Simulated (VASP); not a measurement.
# Mo (Im-3m) in VASP: a series of runs

Runs on Mo. Level: PBE. Tasks: relaxation of cell and atoms.

Everything below comes from runs of VASP 6.6.1. Logs are shortened: lines on timing, memory, paths and dates and some standing lists are left out, and cuts for length are marked.

## 1. Starting point

Symmetry: Im-3m, No. 229, cubic system. The conventional cell has a = 3.147 Å, b = 3.147 Å, c = 3.147 Å, α = 90.00°, β = 90.00°, γ = 90.00°. Mo (site symmetry m-3m) has 8 Mo at 2.73 Å as nearest neighbours.

## 2. Relaxation of cell and atoms, PBE, target pressure 22 GPa, at which the enthalpy is minimised

File INCAR:

```
SYSTEM = Mo
ALGO = Normal
EDIFF = 1E-7
EDIFFG = -0.002
ENCUT = 520
GGA = PE
IBRION = 2
ISIF = 3
ISMEAR = 0
LASPH = .TRUE.
LCHARG = .FALSE.
LREAL = .FALSE.
LWAVE = .FALSE.
NELM = 60
NSW = 80
PREC = Accurate
PSTRESS = 220.0
SIGMA = 1.0
```

File KPOINTS:

```
k-points
0
G
  18 18 18
  0 0 0
```

File POSCAR:

```
Mo
1.0
   -1.5734150000      1.5734150000      1.5734150000
    1.5734150000     -1.5734150000      1.5734150000
    1.5734150000      1.5734150000     -1.5734150000
Mo
1
Direct
    0.0000000000      0.0000000000      0.0000000000
```

Potentials or basis: VASP PAW PBE potentials, release 64 (Mo_sv).

Run with:

```sh
$ cat potpaw_PBE.64/Mo_sv/POTCAR > POTCAR
$ mpirun -np 1 vasp_std > vasp.out
```

OUTCAR:

```text
SYSTEM = Mo
   EDIFF = 1E-7
   EDIFFG = -0.002
   ENCUT = 520
   GGA = PE
   IBRION = 2
   ISIF = 3
   ISMEAR = 0
   LASPH = .TRUE.
   LREAL = .FALSE.
   NELM = 60
   NSW = 80
   PREC = Accurate
   PSTRESS = 220.0

 ion  position               nearest neighbor table
   1  0.000  0.000  0.000-

  LATTYP: Found a body centered cubic cell.
 ALAT       =     3.1468300000

  Lattice vectors:

 A1 = (  -1.5734150000,   1.5734150000,   1.5734150000)
 A2 = (   1.5734150000,  -1.5734150000,   1.5734150000)
 A3 = (   1.5734150000,   1.5734150000,  -1.5734150000)

Analysis of symmetry for initial positions (statically):
=====================================================================
 Subroutine PRICEL returns:
 Original cell was already a primitive cell.

 Routine SETGRP: Setting up the symmetry group for a
 body centered cubic supercell.

 Subroutine GETGRP returns: Found 48 space group operations
 (whereof 48 operations were pure point group operations)
 out of a pool of 48 trial point group operations.

The static configuration has the point symmetry O_h .

Analysis of symmetry for dynamics (positions and initial velocities):
=====================================================================
 Subroutine PRICEL returns:
 Original cell was already a primitive cell.

 Routine SETGRP: Setting up the symmetry group for a
 body centered cubic supercell.

 Subroutine GETGRP returns: Found 48 space group operations
 (whereof 48 operations were pure point group operations)
 out of a pool of 48 trial point group operations.

The dynamic configuration has the point symmetry O_h .

 Subroutine INISYM returns: Found 48 space group operations
 (whereof 48 operations are pure point group operations),
 and found     1 'primitive' translations

----------------------------------------------------------------------------------------

                                     Primitive cell

  volume of cell :      15.5808

  direct lattice vectors                    reciprocal lattice vectors
    -1.573415000  1.573415000  1.573415000     0.000000000  0.317780115  0.317780115
     1.573415000 -1.573415000  1.573415000     0.317780115  0.000000000  0.317780115
     1.573415000  1.573415000 -1.573415000     0.317780115  0.317780115  0.000000000

  length of vectors
     2.725234721  2.725234721  2.725234721     0.449408949  0.449408949  0.449408949

  position of ions in fractional coordinates (direct lattice)
     0.000000000  0.000000000  0.000000000

  ion indices of the primitive-cell ions
   primitive index   ion index
                 1           1

----------------------------------------------------------------------------------------

 KPOINTS: k-points

Automatic generation of k-mesh.
 Grid dimensions read from file:
 generate k-points for:   18   18   18

 Generating k-lattice:

  Cartesian coordinates                     Fractional coordinates (reciprocal lattice)
     0.000000000  0.017654451  0.017654451     0.055555556  0.000000000  0.000000000
     0.017654451  0.000000000  0.017654451     0.000000000  0.055555556  0.000000000
     0.017654451  0.017654451  0.000000000     0.000000000  0.000000000  0.055555556

  Length of vectors
     0.024967164  0.024967164  0.024967164

  Shift w.r.t. Gamma in fractional coordinates (k-lattice)
     0.000000000  0.000000000  0.000000000

 Subroutine IBZKPT returns following result:
 ===========================================

 Found    195 irreducible k-points:

 Following reciprocal coordinates:
            Coordinates               Weight
  0.000000  0.000000  0.000000      1.000000
  0.055556  0.000000  0.000000     12.000000
  0.111111  0.000000  0.000000     12.000000
  0.166667  0.000000  0.000000     12.000000
  0.222222  0.000000  0.000000     12.000000
  0.277778  0.000000  0.000000     12.000000
[... 16 lines left out ...]
  0.333333  0.111111 -0.000000     48.000000
  0.388889  0.111111  0.000000     48.000000
 [... further k-points ...]
   k-points           NKPTS =    195   k-points in BZ     NKDIM =    195   number of bands    NBANDS=     11
   number of dos      NEDOS =    301   number of ions     NIONS =      1
   total plane-waves  NPLWV =   8000
   dimension x,y,z NGX =    20 NGY =   20 NGZ =   20
   dimension x,y,z NGXF=    40 NGYF=   40 NGZF=   40
   ions per type =               1
   NGX,Y,Z   is equivalent  to a cutoff of  12.20, 12.20, 12.20 a.u.
   NGXF,Y,Z  is equivalent  to a cutoff of  24.40, 24.40, 24.40 a.u.
 SYSTEM =  Mo
   PREC   = accura    normal or accurate (medium, high low for compatibility)
   ISTART =      0    job   : 0-new  1-cont  2-samecut
   ICHARG =      2    charge: 1-file 2-atom 10-const
   ISPIN  =      1    spin polarized calculation?
   LNONCOLLINEAR =      F non collinear calculations
   LSORBIT =      F    spin-orbit coupling
   LASPH  =      T    aspherical Exc in radial PAW
   ENCUT  =  520.0 eV  38.22 Ry    6.18 a.u.   5.07  5.07  5.07*2*pi/ulx,y,z
   NELM   =     60;   NELMIN=  2; NELMDL= -5     # of ELM steps
   EDIFF  = 0.1E-06   stopping-criterion for ELM
   LREAL  =      F    real-space projection
   EDIFFG = -.2E-02   stopping-criterion for IOM
   NSW    =     80    number of steps for IOM
   IBRION =      2    ionic relax: 0-MD 1-quasi-New 2-CG
   NFREE  =      1    steps in history (QN), initial steepest desc. (CG)
   ISIF   =      3    stress and relaxation
   ISYM   =      2    0-nonsym 1-usesym 2-fastsym
   POTIM  = 0.5000    time-step for ionic-motion
   TEBEG  =    0.0;   TEEND  =   0.0 temperature during run
   PSTRESS=  220.0 pullay stress
   NELECT =      14.0000    total number of electrons
   NUPDOWN=      -1.0000    fix difference up-down
   EMIN   =  10.00;   EMAX   =-10.00  energy-range for DOS
   EFERMI =   0.00;   METHOD = LEGACY
   ISMEAR =     0;   SIGMA  =   1.00  broadening in eV -4-tet -1-fermi 0-gaus
   EFERMI_NEDOS =   21; number of points for ismear=-14 and -15
   IALGO  =     38    algorithm
   IMIX   =      4    mixing-type and parameters
     AMIX     =   0.40;   BMIX     =  1.00
     AMIX_MAG =   1.60;   BMIX_MAG =  1.00
  volume/ion in A,a.u.               =      15.58       105.14
  Fermi-wavevector in a.u.,A,eV,Ry     =   1.579747  2.985289 33.954710  2.495601
  Thomas-Fermi vector in A             =   2.680079
   LORBIT       =      0    0 simple, 1 ext, 2 COOP (PROOUT), +10 PAW based schemes
   GGA     = PE    functional components
   LHFCALC =     F    Hartree Fock is set to
   AEXX    =    0.0000 exact exchange contribution
   IVDW    =     0    specifies the selected vdW correction
   LEPSILON=     F    determine dielectric tensor
   LRPA    =     F    only Hartree local field effects (RPA)
 conjugate gradient relaxation of ions
 non-spin polarized calculation
 Gauss-broadening in eV      SIGMA  =   1.00
  energy-cutoff  :      520.00
  volume of cell :       15.58
 maximum number of plane-waves:       432
   NGX = 11   NGY = 11   NGZ = 11

--------------------------------------- Ionic step        1  -------------------------------------------

 number of electron      14.0000001 magnetization

 Free energy of the ion-electron system (eV)
  ---------------------------------------------------
  ext. energy  EPLUGINS =         0.00000000
  ---------------------------------------------------
  free energy    TOTEN  =       -11.10583559 eV

  energy without entropy =      -10.72464056  energy(sigma->0) =      -10.91523808

------------------------ aborting loop because EDIFF is reached ----------------------------------------

  FORCE on cell =-STRESS in cart. coord.  units (eV):
  Direction    XX          YY          ZZ          XY          YZ          ZX
  --------------------------------------------------------------------------------------
  -------------------------------------------------------------------------------------
  Total        0.5597341      0.5597341      0.5597341      0.0000000      0.0000000      0.0000000
  in kB       57.5575812     57.5575812     57.5575812      0.0000000      0.0000000      0.0000000
  external PRESSURE =    -162.4424188 kB  Pullay stress =     220.0000000 kB

 VOLUME and BASIS-vectors are now :
 -----------------------------------------------------------------------------
  energy-cutoff  :      520.00
  volume of cell :       15.58
      direct lattice vectors                 reciprocal lattice vectors
    -1.573415000  1.573415000  1.573415000     0.000000000  0.317780115  0.317780115
     1.573415000 -1.573415000  1.573415000     0.317780115  0.000000000  0.317780115
     1.573415000  1.573415000 -1.573415000     0.317780115  0.317780115  0.000000000
[... 192 lines left out ...]
  FREE ENERGIE OF THE ION-ELECTRON SYSTEM (eV)
  ---------------------------------------------------
  free  energy   TOTEN  =       -11.0387284431 eV

  energy  without entropy=      -10.6806816956  energy(sigma->0) =      -10.85970507

  enthalpy is  TOTEN    =        -9.0095183607 eV   P V=        2.0292100824

--------------------------------------- Ionic step        7  -------------------------------------------

 number of electron      13.9999997 magnetization

 Free energy of the ion-electron system (eV)
  ---------------------------------------------------
  ext. energy  EPLUGINS =         0.00000000
  ---------------------------------------------------
  free energy    TOTEN  =       -11.03727541 eV

  energy without entropy =      -10.67950855  energy(sigma->0) =      -10.85839198

 E-fermi :  13.4557     XC(G=0): -13.7085

 val. band max:       13.4477894396   @ k =  -0.4444  -0.4444   0.2778
 cond. band min:      13.4639755393   @ k =  -0.3333   0.3333   0.2778
 fundamental gap:      0.0161860997
 Fermi energy:        13.4557238883

 k-point     1 :       0.0000    0.0000    0.0000
  band No.  band energies     occupation
      1     -47.7210      2.00000
      2     -20.8461      2.00000
      3     -20.8461      2.00000
      4     -20.8461      2.00000
      5       6.1194      2.00000
      6      12.0738      1.94934
      7      12.0738      1.94934
      8      12.0738      1.94934
      9      15.3180      0.00845
     10      15.3180      0.00845
     11      28.4399      0.00000

 k-point     2 :       0.0556    0.0000    0.0000
  band No.  band energies     occupation
      1     -47.7111      2.00000
      2     -20.9008      2.00000
      3     -20.8627      2.00000
      4     -20.8466      2.00000
      5       6.2661      2.00000
      6      11.9886      1.96200
      7      12.0599      1.95161
      8      12.2126      1.92125
      9      15.1873      0.01433
     10      15.3193      0.00840
     11      28.5559      0.00000
[... 295 lines left out ...]
 k-point    24 :       0.3889    0.1111    0.0000
  band No.  band energies     occupation
      1     -47.3876      2.00000
      2     -22.4187      2.00000
      3     -21.4236      2.00000
      4     -20.9355      2.00000
      5       8.3143      2.00000
      6      10.0425      2.00000
      7      13.6451      0.78883
      8      15.2400      0.01162
      9      16.4953      0.00002
     10      19.3903      0.00000
     11      26.0084      0.00000

 [... further k-points ...]

------------------------ aborting loop because EDIFF is reached ----------------------------------------

  FORCE on cell =-STRESS in cart. coord.  units (eV):
  Direction    XX          YY          ZZ          XY          YZ          ZX
  --------------------------------------------------------------------------------------
  -------------------------------------------------------------------------------------
  Total        2.0285437      2.0285437      2.0285437      0.0000000      0.0000000     -0.0000000
  in kB      220.0862030    220.0862030    220.0862030      0.0000000      0.0000000     -0.0000000
  external PRESSURE =       0.0862030 kB  Pullay stress =     220.0000000 kB

 VOLUME and BASIS-vectors are now :
 -----------------------------------------------------------------------------
  energy-cutoff  :      520.00
  volume of cell :       14.77
      direct lattice vectors                 reciprocal lattice vectors
    -1.545541641  1.545541641  1.545541641     0.000000000  0.323511180  0.323511180
     1.545541641 -1.545541641  1.545541641     0.323511180  0.000000000  0.323511180
     1.545541641  1.545541641 -1.545541641     0.323511180  0.323511180  0.000000000

 POSITION                                       TOTAL-FORCE (eV/Angst)
 -----------------------------------------------------------------------------------
     -0.00000      0.00000      0.00000        -0.000000      0.000000     -0.000000
 -----------------------------------------------------------------------------------
    total drift:                                0.000000     -0.000000      0.000000

  FREE ENERGIE OF THE ION-ELECTRON SYSTEM (eV)
  ---------------------------------------------------
  free  energy   TOTEN  =       -11.0372754054 eV

  energy  without entropy=      -10.6795085541  energy(sigma->0) =      -10.85839198

  enthalpy is  TOTEN    =        -9.0095262871 eV   P V=        2.0277491183

 reached required accuracy - stopping structural energy minimisation
```

Wall time 45 s (1 thread of Intel Xeon 6975P-C (Granite Rapids), shared host); peak memory 0.16 GiB.

What came out:

```yaml
Free_energy: -11.0373 eV
Relaxed_volume: 14.77 Å³/atom
Relaxed_cell: a = 2.677 Å, b = 2.677 Å, c = 2.677 Å, α = 109.47°, β = 109.47°, γ = 109.47°
Space_group_after_relaxing_to_0.05_Å: Im-3m (No. 229)
Energy_change_on_relaxing_the_enthalpy_is_what_falls: +68.6 meV/atom
Ionic_steps: 7
Pressure_after_relaxing: 22.0 GPa
Band_gap_on_the_k_mesh: none (metal or under the smearing width)
```

The path:
```tsv
step	energy change (eV)	largest force (eV/Å)	pressure (GPa)	volume (Å³)
1	0.0000	0.0000	5.76	15.58
2	1.0030	0.0000	110.92	12.28
3	0.0599	0.0000	20.54	14.83
4	0.0669	0.0000	21.73	14.78
5	0.0690	0.0000	22.08	14.76
6	0.0671	0.0000	21.77	14.78
7	0.0686	0.0000	22.01	14.77
```

Final structure:
```
CELL_PARAMETERS angstrom
-1.54554 1.54554 1.54554
1.54554 -1.54554 1.54554
1.54554 1.54554 -1.54554
ATOMIC_POSITIONS crystal
Mo 0.00000 0.00000 0.00000
```

Caveat: the cell is relaxed towards a set pressure, so the enthalpy falls and the energy may rise.

## 3. Relaxation of cell and atoms, PBE, target pressure 22 GPa, at which the enthalpy is minimised

This run uses another cell than the first one, of 14.77 Å³/atom, 0.948 times its volume.

INCAR is that of step 2.

KPOINTS is that of step 2.

File POSCAR:

```
Mo                                      
1.0
   -1.5455416406      1.5455416406      1.5455416406
    1.5455416406     -1.5455416406      1.5455416406
    1.5455416406      1.5455416406     -1.5455416406
  Mo            
     1
Direct
     0.0000000000000000    0.0000000000000000    0.0000000000000000
```

Potentials or basis: VASP PAW PBE potentials, release 64 (Mo_sv).

Run with:

```sh
$ cat potpaw_PBE.64/Mo_sv/POTCAR > POTCAR
$ mpirun -np 1 vasp_std > vasp.out
```

Run time: 20 s. Hardware: 1 thread of Intel Xeon 6975P-C (Granite Rapids), shared host; peak memory 0.15 GiB.

It converged, with:

* Free energy: -11.0370 eV
* Relaxed volume: 14.77 Å³/atom
* Relaxed cell: a = 2.677 Å, b = 2.677 Å, c = 2.677 Å, α = 109.47°, β = 109.47°, γ = 109.47°
* Space group after relaxing (to 0.05 Å): Im-3m (No. 229)
* Energy change on relaxing (the enthalpy is what falls): -0.2 meV/atom
* Ionic steps: 3
* Pressure after relaxing: 22.0 GPa
* Band gap on the k mesh: none (metal or under the smearing width)

The path:
| step | energy change (eV) | largest force (eV/Å) | pressure (GPa) | volume (Å³) |
| --- | --- | --- | --- | --- |
| 1 | 0.0000 | 0.0000 | 22.05 | 14.77 |
| 2 | -0.0013 | 0.0000 | 21.83 | 14.78 |
| 3 | -0.0002 | 0.0000 | 22.01 | 14.77 |

Final structure:
```
Mo
1.0
    -1.54560    1.54560    1.54560
     1.54560   -1.54560    1.54560
     1.54560    1.54560   -1.54560
Mo
1
Direct
  0.00000 0.00000 0.00000
```

Levels at points of the mesh, in eV from the Fermi level:
| k point | band 5 | band 6 | band 7 | band 8 | band 9 | band 10 |
| --- | --- | --- | --- | --- | --- | --- |
| (0.00, 0.00, 0.00) | -7.34 | -1.38 | -1.38 | -1.38 | 1.86 | 1.86 |
| (0.50, 0.00, 0.00) | -5.59 | -3.59 | 1.93 | 1.94 | 2.61 | 5.26 |
| (0.50, 0.50, 0.50) | -5.81 | -5.81 | 4.42 | 4.42 | 4.42 | 9.60 |

Caveat: the cell is relaxed towards a set pressure, so the enthalpy falls and the energy may rise.
